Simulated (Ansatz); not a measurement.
## TaN in Ansatz: convergence with k mesh

Crystal: TaN.

```xyz
2
Lattice="2.9380 0.0000 0.0000 -1.4690 2.5444 0.0000 0.0000 0.0000 2.8830" Properties=species:S:1:pos:R:3 pbc="T T T"
Ta    0.0214    0.0212    1.3933
N     1.4195    0.8621    0.0169
```

The cell isn't the ideal one: atoms moved at random, drawn with an rms of 0.05 Å.

| Item | Value |
| --- | --- |
| Program | Ansatz 0.2.0 |
| Task | convergence study |
| Functional | r2SCAN |
| Potentials or basis | Ansatz PAW |
| Cutoff | 500 eV (not typed: the program's choice for these potentials) |
| k mesh | 3 × 3 × 3 |
| Occupations | gaussian, width 0.05 eV |
| Spin | no spin polarisation |

These are the settings of the first run; the series varies k mesh, with any setting tied to it.

Hardware: 2 threads of Intel(R) Xeon(R) Processor @ 2.50GHz (Skylake/Cascade Lake), on a shared host.

| k mesh | energy less the tightest run, at zero smearing (meV/atom) | pressure (GPa) | largest force (eV/Å) | gap on the mesh (eV) | SCF cycles | CPU time (s) | peak memory (GiB) |
| --- | --- | --- | --- | --- | --- | --- | --- |
| 3 × 3 × 3 | 153.45 | 4.67 | 0.934 | 0.348 | 7 | 5.1 | 0.35 |
| 4 × 4 × 4 | 31.49 | 2.08 | 1.323 | 0.069 | 7 | 6.3 | 0.36 |
| 5 × 5 × 4 | 8.16 | 1.59 | 1.363 | 0.065 | 7 | 8.3 | 0.38 |
| 6 × 6 × 5 | -1.67 | 1.36 | 1.351 | 0.149 | 7 | 12 | 0.4 |
| 8 × 8 × 7 | 0.79 | 1.41 | 1.372 | 0.000 | 7 | 24 | 0.46 |
| 9 × 9 × 8 | -0.13 | 1.39 | 1.369 | 0.000 | 7 | 32 | 0.5 |
| 12 × 12 × 10 | -0.02 | 1.39 | 1.370 | 0.000 | 7 | 71 | 0.66 |
| 14 × 14 × 13 | -0.07 | 1.39 | 1.369 | 0.000 | 7 | 120 | 0.87 |
| 17 × 17 × 15 | 0.00 | 1.39 | 1.367 | 0.000 | 7 | 190 | 1.2 |

Against the tightest run, the energy stays within 1 meV/atom from 8 × 8 × 7 on; the pressure stays within 0.1 GPa from 6 × 6 × 5 on; the largest force stays within 0.005 eV/Å from 8 × 8 × 7 on; the gap on the mesh stays within 0.01 eV from 8 × 8 × 7 on. Meshes of other sizes hit other points, so gaps and Fermi surfaces needn't settle smoothly. The tightest run that finished is the yardstick and may itself not be fully converged.

Caveat, for the tightest run too: the PAW data sets come from PBE, with cores solved anew for the run's functional, which leaves a small shift of forces and pressure. The run has no spin-orbit coupling, so splittings on Ta are missing.
